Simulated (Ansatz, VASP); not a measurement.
**Cross-check of BN between VASP and Ansatz**

One calculation is typed for both programs; each brings its own data sets and cutoff. How far apart do they land? The cell is taken from a series of VASP runs on this material, whose earlier steps may have relaxed, scaled or displaced it; both programs get it as it stands.

Program: Ansatz 0.2.0. Level of theory: plane waves, with VASP 6.6.1 beside it; band structure at HSE06. Results are calculated unless marked as measured.

### 1. Starting point

The structure is hexagonal, space group P6_3/mmc (No. 194). The conventional cell has a = 2.504 Å, b = 2.504 Å, c = 6.661 Å, α = 90.00°, β = 90.00°, γ = 120.00°. N has 3 B at 1.45 Å nearest. B has 3 N at 1.45 Å nearest. Farther neighbours and most contacts between anions are not listed.

### 2. Ansatz: band structure, HSE06

Ansatz runs on its default PAW (the set named soft_2) files.

Levels along a path test the potential and the projectors away from the mesh points.

input.yaml reads:

```yaml
crystal:
  lattice:
    - [2.50399, 0.0, 0.0]
    - [-1.251995, 2.1685189508, 0.0]
    - [0.0, 0.0, 6.6612]
  atoms:
    - { symbol: "N", position: [0.6666666667, 0.3333333333, 0.25] }
    - { symbol: "N", position: [0.3333333333, 0.6666666667, 0.75] }
    - { symbol: B, position: [0.6666666667, 0.3333333333, 0.75] }
    - { symbol: B, position: [0.3333333333, 0.6666666667, 0.25] }
hamiltonian:
  xc: { exchange: pbe, correlation: pbe, exx: { coeff: 0.25, omega: 0.2 } }
  pseudopotentials: { kind: paw }
kpoints:
  mp_grid: { grid: [7, 7, 2] }
  band_path:
    path:
      - [0.0, 0.0, 0.0]
      - [0.44444, 0.0, 0.0]
      - [0.5, 0.0, 0.0]
      - [0.38889, 0.22222, 0.0]
      - [0.2963, 0.2963, 0.0]
      - [0.18519, 0.18519, 0.0]
      - [0.0, 0.0, 0.11111]
      - [0.0, 0.0, 0.5]
      - [0.44444, 0.0, 0.5]
      - [0.38889, 0.22222, 0.5]
      - [0.18519, 0.18519, 0.5]
      - [0.5, 0.0, 0.38889]
      - [0.33333, 0.33333, 0.0]
      - [0.33333, 0.33333, 0.5]
    npoints: 1
scf:
  occupations: { method: gaussian, width: 0.03 }
  n_extra_bands: 8
output:
  forces: true
  stress: true
  eigenvalues: true
```

The run is started by

```console
$ ansatz run input.yaml --threads 4 --pin off --max-ram 9216MiB --backend cpu --events-out ev --progress --plain --runs-dir out
```

Numbers of over 12 decimals in the logs are rounded to 6 here.

The log of the run:

```text
Warning: output.stress: scf.convergence.dr2_threshold = 1e-7 eV (the SCF's general default) is looser than the 4e-10 eV advised for a printed stress (1e-10 eV for each atom of the cell: 4). What an SCF threshold leaves in a stress goes as its square root, and in the free energy as the threshold itself, and one threshold admits the most on a small cell: [figures from the program's tests cut] Set scf.convergence.dr2_threshold to 4e-10 eV or tighter. The threshold is an SCF's pass mark: one that does not reach it within its budget of iterations ends unconverged, or closes short of it on a stop that the run arms, and scf.convergence.dr2_threshold's page says what that costs each kind of run
Warning: output.stress: scf.exx.energy_threshold = 1e-6 eV is looser than the 4e-8 eV advised for a stress under a hybrid functional (1e-8 eV for each atom of the cell: 4). Every SCF of the exchange loop can meet its threshold on dr2 while the loop round them stops early: no threshold on dr2 bounds what that leaves in the stress. Set scf.exx.energy_threshold to 4e-8 eV or tighter. The threshold is the loop's pass mark: a loop that does not reach it within its budget of cycles ends unconverged, and scf.exx.energy_threshold's page has the law
scf.n_extra_bands = 8 over 8 filled bands (N_el = 16.0): the run solves 16 bands
Engine: ansatz 0.2.0, aarch64-unknown-linux-gnu
Pseudopotentials: kind: paw
Pseudopotential: N, paw, valence charge 5, recommended cutoff 420 eV (normal), N.paw.azcp
Pseudopotential: B, paw, valence charge 3, recommended cutoff 420 eV (normal), B.paw.azcp
Functional definition: unnamed
  parameter a_1 = 0.25
  parameter omega_1 = 0.2/angstrom
  exchange = pbe_x + (-a_1)*pbe_x_sr(omega_1) + a_1*exact_x_sr(omega_1)
  correlation = pbe_c
Crystal: 4 atoms, lattice volume = 36.170 Å³
Basis set: ecut = 420 eV, 713 PW (Γ), exchange–correlation on 36×36×90 points (8 copies of the dense FFT grid, shifted against one another)
Bands: 16, of which v1, the nominal top of the filled ones, is band 8 counted from 1 (7 counted from 0)
Symmetry: 24 space group operations
Space group: P63/mmc (ITA 194), of the structure as read, at distance tolerance 3.3e-5 Å
k-points: 16 of 98
Non-local potential: N, projectors of the file, l = 0: 2, l = 1: 2, l = 2: 1
Non-local potential: B, projectors of the file, l = 0: 2, l = 1: 2, l = 2: 1
PAW form: soft (Blöchl's): semilocal exchange-correlation on the pseudo side does not see the compensation charge
PAW frozen core: N, regenerated for the run's functional, and the local potential with it (the file was generated under x = pbe(κ = 0.804, μ = 0.219515), c = pbe(β = 0.066725))
PAW frozen core: B, regenerated for the run's functional, and the local potential with it (the file was generated under x = pbe(κ = 0.804, μ = 0.219515), c = pbe(β = 0.066725))
PAW one-centre angular grid: N, 110 points (default); XC on 64 Gauss nodes
PAW one-centre angular grid: B, 110 points (default); XC on 64 Gauss nodes
Initial density: superposition of atomic densities (neutral atoms: chi_scale 0, normalization atom), corrected by the library's trained network
Initial wavefunctions: pseudopotential atomic-orbital guess
Functional: x = pbe(κ = 0.804, μ = 0.219515), c = pbe(β = 0.066725), warm-up for x = pbe(κ = 0.804, μ = 0.219515) + 0.25 (exact − pbe) at short range (hse, ω = 0.2 Å⁻¹), c = pbe(β = 0.066725)
SCF iter   1: F=—  HF=-1084.805230 eV  |F-HF|=—  |Δ(HF+E_count)|=         —  Δρ=1.54e-3  dr2=2.45e-4  ethr=1.77e-3  ⟨swp⟩=2.2  Hψ=1746  notcnv=0
preconditioner: auto → none  [insulator: Δε(μ)=4.486 eV  Ē_g=18.647 eV  σ=0.030 eV  W_gap=1.00  n_scr=4 (ndim 8)  ℏωp=24.7 eV  f_vac=0.023  D(μ)=0.00/eV (n_scr^D=0)]
SCF iter   2: F=-1084.806578 eV  HF=-1084.806222 eV  |F-HF|=3.57e-4  |Δ(HF+E_count)|=   9.92e-4  Δρ=7.39e-4  dr2=3.97e-5  ethr=1.53e-6  ⟨swp⟩=3.2  Hψ=508  notcnv=0
SCF 1 stopped early in 2 iterations: F = -1084.806578 eV  dr2 = 3.97e-5
  greatest PAW one-centre occupation: 0.797 electrons in one spin orbital (limit 2), on the N atom at site 1 (counted from 0), in its partial waves of l = 0
Initial density: handed on by an earlier stage of this run
Initial wavefunctions: those handed on with the density
Functional: x = pbe(κ = 0.804, μ = 0.219515) + 0.25 (exact − pbe) at short range (hse, ω = 0.2 Å⁻¹), c = pbe(β = 0.066725)
Exchange kernel: α = 0.2500, screened, ω = 0.2000 Å⁻¹, Wigner–Seitz truncation, v(0) = 1105.0432 eV·Å³, q-mesh 7×7×2, nearest image of the exchange supercell L = 13.32 Å, pair-density grid 15×15×32, without the augmentation charges, whose exchange is taken in its separable form by FFT convolution over the k-point mesh (sized by the pseudopotential files, 15×15×45 at the most), smooth part of the exact exchange by density-matrix convolution
Frozen-core exchange: fock
SCF iter   1: F=—  HF=-1085.043640 eV  |F-HF|=—  |Δ(HF+E_count)|=         —  Δρ=7.75e-3  dr2=1.42e-2  ethr=2.48e-6  ⟨swp⟩=6.9  Hψ=1270  notcnv=0
preconditioner: auto → none  [insulator: Δε(μ)=5.863 eV  Ē_g=21.062 eV  σ=0.030 eV  W_gap=1.00  n_scr=4 (ndim 8)  ℏωp=24.7 eV  f_vac=0.022  D(μ)=0.00/eV (n_scr^D=0)]
SCF iter   2: F=—  HF=-1085.038884 eV  |F-HF|=—  |Δ(HF+E_count)|=   4.76e-3  Δρ=3.63e-3  dr2=2.43e-3  ethr=2.48e-6  ⟨swp⟩=3.6  Hψ=656  notcnv=0
SCF iter   3: F=—  HF=-1085.044075 eV  |F-HF|=—  |Δ(HF+E_count)|=   5.19e-3  Δρ=1.75e-3  dr2=9.70e-4  ethr=2.48e-6  ⟨swp⟩=3.3  Hψ=535  notcnv=0  defer=1
iter 4 solved again at ethr=6.48e-8 eV; its pass at ethr=2.48e-6 eV (dr2=1.04e-5 eV) is discarded
SCF iter   4: F=—  HF=-1085.043780 eV  |F-HF|=—  |Δ(HF+E_count)|=   2.95e-4  Δρ=2.33e-4  dr2=2.76e-5  ethr=6.48e-8  ⟨swp⟩=2.1  Hψ=930  notcnv=0
SCF iter   5: F=—  HF=-1085.043872 eV  |F-HF|=—  |Δ(HF+E_count)|=   9.22e-5  Δρ=2.43e-4  dr2=1.80e-5  ethr=6.48e-8  ⟨swp⟩=3.1  Hψ=487  notcnv=0  defer=1
SCF iter   6: F=-1085.043867 eV  HF=-1085.043867 eV  |F-HF|=6.49e-8  |Δ(HF+E_count)|=   4.89e-6  Δρ=2.76e-5  dr2=1.57e-6  ethr=6.48e-8  ⟨swp⟩=2.8  Hψ=427  notcnv=0
SCF 2 stopped early in 6 iterations: F = -1085.043867 eV  dr2 = 1.57e-6
  greatest PAW one-centre occupation: 0.799 electrons in one spin orbital (limit 2), on the N atom at site 1 (counted from 0), in its partial waves of l = 0
hybrid outer 1: dexx = +6.276e-3 eV, tail = 1.30e-5 eV
Exchange kernel: α = 0.2500, screened, ω = 0.2000 Å⁻¹, Wigner–Seitz truncation, v(0) = 1105.0432 eV·Å³, q-mesh 7×7×2, nearest image of the exchange supercell L = 13.32 Å, pair-density grid 15×15×32, without the augmentation charges, whose exchange is taken in its separable form by FFT convolution over the k-point mesh (sized by the pseudopotential files, 15×15×45 at the most), smooth part of the exact exchange by density-matrix convolution
Frozen-core exchange: fock
SCF iter   1: F=—  HF=-1085.043956 eV  |F-HF|=—  |Δ(HF+E_count)|=         —  Δρ=4.36e-5  dr2=4.23e-7  ethr=4.08e-7  ⟨swp⟩=4.6  Hψ=701  notcnv=0
preconditioner: auto → none  [insulator: Δε(μ)=5.865 eV  Ē_g=21.059 eV  σ=0.030 eV  W_gap=1.00  n_scr=4 (ndim 8)  ℏωp=24.7 eV  f_vac=0.022  D(μ)=0.00/eV (n_scr^D=0)]
SCF iter   2: F=—  HF=-1085.043955 eV  |F-HF|=—  |Δ(HF+E_count)|=   7.46e-8  Δρ=1.14e-5  dr2=1.12e-7  ethr=2.12e-9  ⟨swp⟩=3.0  Hψ=479  notcnv=0
SCF iter   3: F=-1085.043956 eV  HF=-1085.043956 eV  |F-HF|=1.06e-9  |Δ(HF+E_count)|=   1.18e-7  Δρ=4.82e-6  dr2=3.21e-9  ethr=6.98e-11  ⟨swp⟩=3.8  Hψ=648  notcnv=0  defer=1
SCF 3 converged in 3 iterations: F = -1085.043956 eV  dr2 = 3.21e-9
  Residual-converged pass: ⟨swp⟩=2.4  Hψ=396  notcnv=0  max |occ|·‖R‖ = 2.4e-6 eV (tolerance 2.4e-6 eV)  dr2=3.17e-9  dr2_onsite=4.75e-10  max |Δocc| = 0.0e0
hybrid outer 2: dexx = +1.733e-7 eV, tail = 1.08e-8 eV, Δε = 1.86e-3 eV (about 6.49e-5 eV left of the loop's levels)
NSCF: frozen V_eff on 14 k-points
hybrid SCF converged: 2 outer / 9 inner (+2 warm-up), last move |dexx| = 1.73e-7 eV, tail = 1.08e-8 eV
Stability not checked: this state was not tested for a lower state beside it, because the functional holds exact exchange (a hybrid, or Hartree-Fock), whose exchange loop this test does not read (fock_operator; see scf.lower_state_search)
Free energy (F): -1085.043956 eV
Frozen-core exchange: fock
Harris-Foulkes:  -1085.043956 eV  (|F-HF|=1.06e-9)
Internal energy: -1085.043956 eV  (E = F + TS)
E sigma→0 (E₀):  -1085.043956 eV
Fermi energy:    6.794233 eV
--- Per-component energies (eV) ---
  E_band       = -63.646314
  E_kinetic    = 366.952778
  E_local      = -694.471789  (includes V_loc(G=0)·N_el)
  E_nonlocal   = 113.659976
  E_hartree    = 225.037003
  E_xc         = -149.029655
  E_vxc        = -183.159747  (∫ρ·V_xc dr)
  E_exx        = -39.021840  (= α·E_x^exact, valence–valence)
  E_paw        = -410.225963  (= ΣΔE_a)
  E_vpaw       = -38.657746  (= ΣTr[D̂ρ^β])
  E_aug_tail   = 0.000203  (compensation charges beyond the density's cutoff)
  E_ewald      = -497.875223
  E_core_change = -0.069446  (= ΣΔE_core)
  E_smearing   = -0.000000  (= −TS)
  E_closure    = -0.000000  (closes the sum)
  Σ components = -1085.043956   (vs F -1085.043956, Δ=0.00e0)
--- Forces (eV/Å), atoms counted from 1 ---
  atom   1  N      0.00000000     0.00000000    -0.00000000
  atom   2  N      0.00000000    -0.00000000     0.00000000
  atom   3  B      0.00000000     0.00000000    -0.00000000
  atom   4  B      0.00000000    -0.00000000     0.00000000
  max |Σ_I F_I| component: 2.22e-16 eV/Å
--- Stress (GPa, compression-positive) ---
       -3.728468       0.000000      -0.000000
       -0.000000      -3.728468       0.000000
       -0.000000       0.000000       2.342525
  P = ⅓ Tr σ = -1.7048 GPa (-17.048 kbar)
--- Band table (eV; the first three rows and the last of 16) ---
  k-point 0: bands = [... 4 lower, 2.3079, 2.3079, 2.3470, 2.3470, 10.3251, 15.9096, 17.2320, 17.2320, ... 4 higher]
  k-point 1: bands = [... 4 lower, 2.3276, 2.3276, 2.3276, 2.3276, 12.8585, 12.8585, 17.2994, 17.2994, ... 4 higher]
  k-point 2: bands = [... 4 lower, 0.6708, 0.7120, 1.5659, 1.6156, 11.0242, 15.6124, 16.7178, 17.1530, ... 4 higher]
  k-point 15: bands = [... 4 lower, -3.4006, -3.4006, 3.4799, 3.4799, 10.2986, 10.2986, 17.4944, 17.4944, ... 4 higher]
```

Elapsed: 12 s, on 4 threads of Arm Neoverse V2, shared host; peak memory 0.6 GiB.

In the SCF lines HF is the Harris–Foulkes energy and dr2 the Hartree energy of the density residual, in eV; the loop may stop once dr2 is under the threshold and the program's other checks hold. Hψ counts applications of the Hamiltonian.

(Continued in part 2 of 2.)

[Lines on the potential files, build, host, timing and source positions are cut from VASP's logs without a mark.]

[Logs are printed without paths, hosts, clocks, repeated set-up lines and the standing remarks that a program may print on its own settings, such as how far it seeks lower states.]

[Hosts, paths, dates, database ids (printed as entryN), source tags and the programs' standing remarks are cut or masked in the printed files.]
